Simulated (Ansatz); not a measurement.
Runs of Ansatz 0.2.0 on AlN. The structure is cubic, space group Fm-3m (No. 225). The conventional cell has a = 4.069 Å, b = 4.069 Å, c = 4.069 Å, α = 90.00°, β = 90.00°, γ = 90.00°. Around Al (site symmetry m-3m) lie 6 N at 2.03 Å. N (site symmetry m-3m) has 6 Al at 2.03 Å as nearest neighbours. Measurements of this composition are mostly on another form, of space group No. 186.

| task | level | cell | cutoff (eV) | points for each segment of the path | gap on the mesh (eV) | pressure (GPa) | relaxed volume (Å³/atom) |
| --- | --- | --- | --- | --- | --- | --- | --- |
| band structure | revPBE | as given | 420 | 14 | (d) | 3.8 | - |
| relaxation of cell and atoms | revPBE | relaxed | 420 | - | (a) | 0.0 | 8.55 |
| band structure | LDA | as given | 420 | 14 | 4.42 | -11.0 | - |
| band structure | RPBE | as given | 420 | 14 | 4.69 | (c) | - |
| band structure | PBEsol | as given | 420 | 14 | 4.51 | -4.5 | - |
| relaxation of cell and atoms | revPBE+D3(BJ) | relaxed | 420 | - | 5.03 | 0.0 | 8.12 |
| relaxation of cell and atoms | revPBE+D4 | relaxed | 420 | - | (b) | 0.0 | 8.09 |
| band structure | r2SCAN | as given | 500 | 14 | 5.42 | -6.1 | - |

Alike in all rows: potentials or basis Ansatz PAW; no spin polarisation; k mesh 11 × 11 × 11; smearing fermi-dirac 0.05 eV.

Problem. Estimate the missing entries.

Solution. (a) 4.53; (b) 5.07; (c) 4.9; (d) 4.67.

Caveats: the PAW data sets come from PBE, with cores solved anew for the run's functional, which leaves a small shift of forces and pressure; the k mesh misses the band edges, so the gap on the mesh is wider than the one along the path (some runs); odd divisions of the mesh miss points on the zone boundary, where band edges often lie, so the gap on the mesh can be too wide (some runs); the plane-wave basis is chosen anew once the cell has moved, so the energies of steps on either side of that aren't comparable (some runs).

Runs at the PBE level aren't shown here.
